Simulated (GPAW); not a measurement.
Runs of GPAW 26.7.0 on BeTe. The structure is cubic, space group F-43m (No. 216). The conventional cell has a = 5.540 Å, b = 5.540 Å, c = 5.540 Å, α = 90.00°, β = 90.00°, γ = 90.00°. Te (site symmetry -43m) has 4 Be at 2.40 Å as nearest neighbours. Be (site symmetry -43m) is surrounded by 4 Te at 2.40 Å. 

| task | level | potentials or basis | cell | k mesh | cutoff (eV) | smearing | maxiter | response ecut | response k mesh | response bands | kernels | gap on the mesh (eV) | pressure (GPa) | relaxed volume (Å³/atom) |
| --- | --- | --- | --- | --- | --- | --- | --- | --- | --- | --- | --- | --- | --- | --- |
| single point | PBE | GPAW PAW data sets (gpaw-data 1.2.1), pw | F-43m, 21.25 Å³/atom | 8 × 8 × 8 | 800 | gaussian 0.027 eV | 150 | - | - | - | - | 1.86 | 4.4 | - |
| single point | PBE | GPAW PAW data sets (gpaw-data 1.2.1), pw | F-43m, 21.25 Å³/atom | 8 × 8 × 8 | 800 | gaussian 0.023 eV | 150 | - | - | - | - | 1.86 | 4.4 | - |
| dielectric tensor | PBE | GPAW PAW data sets (gpaw-data 1.2.1), pw | F-43m, 22.1 Å³/atom | 7 × 7 × 7 | 650 | fermi-dirac 0.001 eV | 150 | 80 eV | 21 × 21 × 21 | 24 | ["RPA"] | 2.01 | - | - |
| relaxation of cell and atoms | revPBE+D3(BJ) | the program's PAW data sets (release 1.2.1) made for this functional, pw | relaxed | 8 × 8 × 8 | 800 | fermi-dirac 0.05 eV | 150 | - | - | - | - | 1.92 | 0.3 | - |
| relaxation of cell and atoms | RPBE+D4 | the program's PAW data sets (release 1.2.1) made for this functional, pw | relaxed | 8 × 8 × 8 | 800 | fermi-dirac 0.05 eV | 150 | - | - | - | - | 1.98 | -0.1 | (a) |
| single point | PBE | GPAW PAW data sets (gpaw-data 1.2.1), pw | F-43m, 21.25 Å³/atom | 7 × 7 × 7 | 650 | fermi-dirac 0.05 eV | 120 | - | - | - | - | 1.92 | 4.4 | - |
| relaxation of cell and atoms | RPBE+D3(BJ) | the program's PAW data sets (release 1.2.1) made for this functional, pw | relaxed | 8 × 8 × 8 | 800 | fermi-dirac 0.05 eV | 150 | - | - | - | - | 1.58 | -0.1 | (b) |
| relaxation of cell and atoms | revPBE+D4 | the program's PAW data sets (release 1.2.1) made for this functional, pw | relaxed | 8 × 8 × 8 | 800 | fermi-dirac 0.05 eV | 150 | - | - | - | - | 1.98 | 0.0 | 21.73 |

Alike in all rows: no spin polarisation.

Fill in the values left out.

(a) 21.57; (b) 18.92.

Caveats: spin-orbit coupling is left out, which moves the levels of the heavy elements; later steps reuse the first step's grids (some runs); an odd mesh through Γ misses points on the zone boundary, where band edges often lie (some runs); the long-wavelength limit can be off by a per cent or two (some runs); the relaxation stopped at its first step, so nothing moved (some runs); the cutoff is short for stress and forces, so pressures can be off by a GPa or more (some runs); the volume moved by -11 % from the deposited cell, more than functionals usually miss (some runs).

A k mesh can miss the band edges, and the runs leave out spin-orbit coupling on Te.
